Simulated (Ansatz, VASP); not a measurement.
## Two plane-wave programs on Na

Contents of INCAR:

```
PREC     = Accurate       # precision mode
ENCUT    = 520            # plane-wave cutoff, eV
EDIFF    = 1E-6           # SCF threshold, eV
ISMEAR   = 0              # smearing method
SIGMA    = 0.15           # smearing width, eV
LREAL    = False          # projectors in reciprocal space
LASPH    = True           # aspherical terms in the spheres
NELM     = 100            # most SCF steps
ALGO     = Fast           # electronic algorithm
ISIF     = 2              # what is computed and relaxed
LWAVE    = False          # write WAVECAR
LCHARG   = False          # write CHGCAR
GGA      = PS             # functional
NBANDS   = 10             # bands
```

The input KPOINTS:

```
Automatic mesh
0
Gamma
  20 20 20
```

File POSCAR:

```
Na
1.0
   -1.8882910800      1.8882910800      2.6372766800
    1.8882910800     -1.8882910800      2.6372766800
    1.8882910800      1.8882910800     -2.6372766800
Na
1
Direct
    0.0000000000      0.0000000000      0.0000000000
```

Input for Ansatz:

```yaml
crystal:
  lattice:
    - [-1.88829108, 1.88829108, 2.63727668]
    - [1.88829108, -1.88829108, 2.63727668]
    - [1.88829108, 1.88829108, -2.63727668]
  atoms:
    - { symbol: Na, position: [0.0, 0.0, 0.0] }
basis:
  ecutwfc: 420
kpoints:
  mp_grid: { grid: [20, 20, 20] }
hamiltonian:
  xc: pbesol
scf:
  occupations: { method: gaussian, width: 0.15 }
output:
  forces: true
  stress: true
  eigenvalues: true
```

This isn't the form of Na at room conditions, which is bcc.

Alike in both runs: task single point; functional PBEsol; k mesh 20 × 20 × 20; occupations gaussian, width 0.15 eV; no spin polarisation.

|  | VASP | Ansatz |
| --- | --- | --- |
| version | VASP 6.6.1 | Ansatz 0.2.0 |
| potentials or method | VASP PAW PBE potentials, release 64 (Na_pv) | scalar-relativistic, plane waves, PAW |
| plane-wave cutoff (eV) | 520 | 420 |
| valence electrons in the cell | 7 | 9 |

```csv
,VASP,Ansatz,Ansatz less VASP
gap on the k mesh at the Fermi level (eV),none,none,-
pressure (GPa),-0.2,-0.2,-0.07
```

A gap of «none» marks a metal or a gap that the smearing closes. With one functional, cell and mesh, what is left measures potentials, basis and numerics. The two sets of potentials don't hold the same shells in valence.

Caveats: the PAW data sets were made with another functional, which shifts forces and pressure a little (VASP).
